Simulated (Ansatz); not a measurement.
A relaxation computed with Ansatz, from input to last step.

```yaml
crystal:
  lattice:
    - [3.4490309666, 0.0, 0.0]
    - [-1.7245154833, 2.9869484355, 0.0]
    - [0.0, 0.0, 5.2482041045]
  atoms:
    - { symbol: Zr, position: [0.0, 0.0, 0.0] }
    - { symbol: S, position: [0.6666666667, 0.3333333333, 0.719515809] }
    - { symbol: S, position: [0.3333333333, 0.6666666667, 0.280484191] }
basis:
  ecutwfc: 420
kpoints:
  mp_grid: { grid: [12, 12, 6] }
hamiltonian:
  xc: pbesol
  dispersion: d3bj
scf:
  occupations: { method: gaussian, width: 0.01 }
output:
  forces: true
  stress: true
  eigenvalues: true
  write_density: true
  write_potential: true
  elf: true
  volumetric_format: npy
relax:
  adjacent_minimum: "off"
  f_tol: 0.01
  max_steps: 30
  cell: { stress_tol: 0.1, fix: [volume] }
```

```bash
ansatz run input.yaml --threads 1 --pin off --max-ram 2560MiB --backend cpu --events-out ev --progress --plain --runs-dir out
```

Computed with Ansatz 0.2.0, DFT PBEsol+D3(BJ), scalar-relativistic, plane waves, PAW.

The volume is held at 0.88 times that of the relaxed cell.

Of 6 frames 5 are shown, positions in Å and forces in eV/Å; the SCF threshold varies from step to step. Steps run on the plane waves of an earlier cell, with a Pulay correction in the pressure. The basis is chosen afresh for the last frame, the zero of the energies, and at times for earlier ones too; energy and pressure step there, also at an unchanged geometry.

```xyz
3
Lattice="3.4490 0.0000 0.0000 -1.7245 2.9869 0.0000 0.0000 0.0000 5.2482" Properties=species:S:1:pos:R:3:forces:R:3 pbc="T T T" step=1 free_energy_over_end_meV_per_atom=3.95 pressure_GPa=10.80
Zr    0.0000    0.0000    0.0000    0.0000    0.0000    0.0000
S     1.7245    0.9956    3.7762    0.0000    0.0000   -0.4442
S     0.0000    1.9913    1.4720    0.0000    0.0000    0.4442
3
Lattice="3.4572 0.0000 0.0000 -1.7286 2.9940 0.0000 0.0000 0.0000 5.2235" Properties=species:S:1:pos:R:3:forces:R:3 pbc="T T T" step=2 free_energy_over_end_meV_per_atom=2.83 pressure_GPa=7.25
Zr    0.0000    0.0000    0.0000    0.0000    0.0000    0.0000
S     1.7286    0.9980    3.7097    0.0000    0.0000    0.3577
S     0.0000    1.9960    1.5138    0.0000    0.0000   -0.3577
3
Lattice="3.4446 0.0000 0.0000 -1.7223 2.9831 0.0000 0.0000 0.0000 5.2618" Properties=species:S:1:pos:R:3:forces:R:3 pbc="T T T" step=3 free_energy_over_end_meV_per_atom=0.08 pressure_GPa=8.70
Zr    0.0000    0.0000    0.0000    0.0000    0.0000    0.0000
S     1.7223    0.9944    3.7588    0.0000    0.0000    0.0123
S     0.0000    1.9887    1.5030    0.0000    0.0000   -0.0123
3
Lattice="3.4529 0.0000 0.0000 -1.7265 2.9903 0.0000 0.0000 0.0000 5.2364" Properties=species:S:1:pos:R:3:forces:R:3 pbc="T T T" step=4 free_energy_over_end_meV_per_atom=0.07 pressure_GPa=8.90
Zr    0.0000    0.0000    0.0000    0.0000    0.0000    0.0000
S     1.7265    0.9968    3.7425    0.0000    0.0000   -0.0284
S     0.0000    1.9935    1.4939    0.0000    0.0000    0.0284
3
Lattice="3.4492 0.0000 0.0000 -1.7246 2.9871 0.0000 0.0000 0.0000 5.2477" Properties=species:S:1:pos:R:3:forces:R:3 pbc="T T T" step=6 free_energy_over_end_meV_per_atom=0.00 pressure_GPa=8.76
Zr    0.0000    0.0000    0.0000    0.0000    0.0000    0.0000
S     1.7246    0.9957    3.7491    0.0000    0.0000    0.0003
S     0.0000    1.9914    1.4986    0.0000    0.0000   -0.0003
```

The run took 23 s on 1 thread of Intel(R) Xeon(R) Platinum 8488C (Sapphire Rapids), with other jobs on the host, peak memory 0.46 GiB.

The smearing is narrow for a metal on this mesh.